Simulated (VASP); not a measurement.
These are PBE GGA, VASP's PBE PAW potentials (set 64) (plane waves; VASP) values and carry that method's errors.

A VASP calculation is set up with these files.

**KPOINTS**
```
Automatic mesh
0
Gamma
11 11 6
0 0 0
```

### INCAR
```
SYSTEM = InN
PREC = Accurate; ENCUT = 520; LREAL = .FALSE.
LASPH = .TRUE.
EDIFF = 1E-7; NELM = 100; ALGO = Normal
LMAXMIX = 4
ISMEAR = -5
GGA = PE
ISIF = 2
LWAVE = .FALSE.; LCHARG = .TRUE.; LORBIT = 11
NEDOS = 601
```

**POSCAR**
```
InN
1
    1.7930213371    -3.1056041283     0.0000000000
    1.7930213371     3.1056041283     0.0000000000
    0.0000000000     0.0000000000     5.7833968605
In N
2 2
Direct
  0.6666670000   0.3333330000   0.4998532939
  0.3333330000   0.6666670000   0.9998532939
  0.6666670000   0.3333330000   0.8791467061
  0.3333330000   0.6666670000   0.3791467061
```

POTCAR, in this order: In_d N (PBE.64 set). Program: vasp_std.

Output

OUTCAR:
```
 ion  position               nearest neighbor table
   1  0.667  0.333  0.500-   4 2.18   4 2.18   4 2.18   3 2.19   2 3.56   2 3.56   2 3.56   2 3.56
                             2 3.56   2 3.56
   2  0.333  0.667  1.000-   3 2.18   3 2.18   3 2.18   4 2.19   1 3.56   1 3.56   1 3.56   1 3.56
                             1 3.56   1 3.56
   3  0.667  0.333  0.879-   2 2.18   2 2.18   2 2.18   1 2.19
   4  0.333  0.667  0.379-   1 2.18   1 2.18   1 2.18   2 2.19
  LATTYP: Found a hexagonal cell.
 ALAT       =     3.5860427378
 C/A-ratio  =     1.6127517945
 Subroutine PRICEL returns:
 Original cell was already a primitive cell.
 Subroutine GETGRP returns: Found 12 space group operations
The static configuration has the point symmetry C_3v.
 The point group associated with its full space group is C_6v.
The dynamic configuration has the point symmetry C_3v.
 Subroutine INISYM returns: Found 12 space group operations
 Subroutine IBZKPT returns following result:
 Found     64 irreducible k-points:

 Following reciprocal coordinates:
            Coordinates               Weight
  0.000000  0.000000  0.000000      1.000000
  0.090909 -0.000000  0.000000      6.000000
  0.181818 -0.000000  0.000000      6.000000
  0.272727  0.000000  0.000000      6.000000
  0.363636 -0.000000  0.000000      6.000000
  0.454545 -0.000000  0.000000      6.000000
  0.090909  0.090909  0.000000      6.000000
  0.181818  0.090909  0.000000     12.000000
  0.272727  0.090909  0.000000     12.000000
  0.363636  0.090909  0.000000     12.000000
  0.454545  0.090909  0.000000      6.000000
  0.181818  0.181818  0.000000      6.000000
  0.272727  0.181818  0.000000     12.000000
  0.363636  0.181818  0.000000     12.000000
  0.272727  0.272727  0.000000      6.000000
  0.363636  0.272727  0.000000      6.000000
  0.000000  0.000000  0.166667      2.000000
  0.090909 -0.000000  0.166667     12.000000
  0.181818 -0.000000  0.166667     12.000000
  0.272727  0.000000  0.166667     12.000000
  0.363636 -0.000000  0.166667     12.000000
  0.454545 -0.000000  0.166667     12.000000
  0.090909  0.090909  0.166667     12.000000
  0.181818  0.090909  0.166667     24.000000
  0.272727  0.090909  0.166667     24.000000
  0.363636  0.090909  0.166667     24.000000
  0.454545  0.090909  0.166667     12.000000
  0.181818  0.181818  0.166667     12.000000
  0.272727  0.181818  0.166667     24.000000
  0.363636  0.181818  0.166667     24.000000
  0.272727  0.272727  0.166667     12.000000
  0.363636  0.272727  0.166667     12.000000
  0.000000  0.000000  0.333333      2.000000
  0.090909 -0.000000  0.333333     12.000000
  0.181818 -0.000000  0.333333     12.000000
  0.272727  0.000000  0.333333     12.000000
  0.363636 -0.000000  0.333333     12.000000
  0.454545 -0.000000  0.333333     12.000000
  0.090909  0.090909  0.333333     12.000000
  0.181818  0.090909  0.333333     24.000000
   k-points           NKPTS =     64   k-points in BZ     NKDIM =     64   number of bands    NBANDS=     22
   number of dos      NEDOS =    601   number of ions     NIONS =      4
   total plane-waves  NPLWV =  37632
   dimension x,y,z NGX =    28 NGY =   28 NGZ =   48
   dimension x,y,z NGXF=    56 NGYF=   56 NGZF=   96
   ions per type =               2   2
   PREC   = accura    normal or accurate (medium, high low for compatibility)
   ISTART =      0    job   : 0-new  1-cont  2-samecut
   ICHARG =      2    charge: 1-file 2-atom 10-const
   ISPIN  =      1    spin polarized calculation?
   LNONCOLLINEAR =      F non collinear calculations
   LSORBIT =      F    spin-orbit coupling
   INIWAV =      1    electr: 0-lowe 1-rand  2-diag
...
```

File OSZICAR:
```
       N       E                     dE             d eps       ncg     rms          rms(c)
DAV:   1     0.348206613497E+03    0.34821E+03   -0.18357E+04  2822   0.227E+03
DAV:   2     0.218055503475E+02   -0.32640E+03   -0.31853E+03  2978   0.487E+02
DAV:   3    -0.241370972644E+02   -0.45943E+02   -0.45368E+02  3752   0.186E+02
DAV:   4    -0.258220242789E+02   -0.16849E+01   -0.16791E+01  3424   0.380E+01
DAV:   5    -0.258785237837E+02   -0.56500E-01   -0.56485E-01  3706   0.647E+00    0.139E+01
DAV:   6    -0.213580955918E+02    0.45204E+01   -0.20914E+01  4822   0.593E+01    0.112E+01
DAV:   7    -0.214526199340E+02   -0.94524E-01   -0.21954E+00  2968   0.127E+01    0.329E+00
DAV:   8    -0.214216972486E+02    0.30923E-01   -0.25703E-01  4508   0.522E+00    0.184E+00
DAV:   9    -0.214129169828E+02    0.87803E-02   -0.64148E-02  4718   0.358E+00    0.490E-01
DAV:  10    -0.214100920122E+02    0.28250E-02   -0.13449E-02  4546   0.163E+00    0.160E-01
DAV:  11    -0.214109325291E+02   -0.84052E-03   -0.56884E-03  4260   0.640E-01    0.201E-01
DAV:  12    -0.214106729563E+02    0.25957E-03   -0.89735E-04  4402   0.374E-01    0.455E-02
DAV:  13    -0.214106592344E+02    0.13722E-04   -0.16956E-04  4260   0.943E-02    0.186E-02
DAV:  14    -0.214106613096E+02   -0.20752E-05   -0.78531E-06  3348   0.313E-02    0.690E-03
DAV:  15    -0.214106603533E+02    0.95621E-06   -0.35751E-06  3556   0.238E-02    0.379E-03
DAV:  16    -0.214106603658E+02   -0.12420E-07   -0.45710E-07  3368   0.600E-03
   1 F= -.21410660E+02 E0= -.21410660E+02  d E =0.000000E+00
```

**OUTCAR**
```
------------------------ aborting loop because EDIFF is reached ----------------------------------------
  FORCE on cell =-STRESS in cart. coord.  units (eV):
  Direction    XX          YY          ZZ          XY          YZ          ZX
  --------------------------------------------------------------------------------------
  Total       -0.0758805     -0.0758805      0.0412653      0.0000000      0.0000000      0.0000000
  in kB       -1.8875408     -1.8875409      1.0264813      0.0000000      0.0000000      0.0000000
  external PRESSURE =      -0.9162001 kB  Pullay stress =       0.0000000 kB
  volume of cell :       64.41
      direct lattice vectors                 reciprocal lattice vectors
     1.793021337 -3.105604128  0.000000000     0.278858924 -0.160999271  0.000000000
     1.793021337  3.105604128  0.000000000     0.278858924  0.160999271  0.000000000
     0.000000000  0.000000000  5.783396860     0.000000000  0.000000000  0.172908764
 POSITION                                       TOTAL-FORCE (eV/Angst)
 -----------------------------------------------------------------------------------
      1.79302     -1.03520      2.89085         0.000000     -0.000000      0.002556
      1.79302      1.03520      5.78255        -0.000000      0.000000      0.002556
      1.79302     -1.03520      5.08445         0.000000     -0.000000     -0.002556
      1.79302      1.03520      2.19276         0.000000      0.000000     -0.002556
 -----------------------------------------------------------------------------------
    total drift:                               -0.000000      0.001546      0.000019
  FREE ENERGIE OF THE ION-ELECTRON SYSTEM (eV)
  ---------------------------------------------------
  free  energy   TOTEN  =       -21.4106603658 eV

  energy  without entropy=      -21.4106603658  energy(sigma->0) =      -21.41066037

 total charge

# of ion       s       p       d       tot
------------------------------------------
    1        0.755   0.729   9.985  11.470
    2        0.755   0.729   9.985  11.470
    3        1.248   2.380   0.000   3.628
    4        1.248   2.380   0.000   3.628
--------------------------------------------------
tot          4.005   6.219  19.971  30.195
```
(Selected blocks of OUTCAR.)

For a metal the tetrahedron method with Blöchl corrections gives inexact stress and forces.

The compound is InN in the wurtzite structure. It was relaxed first.
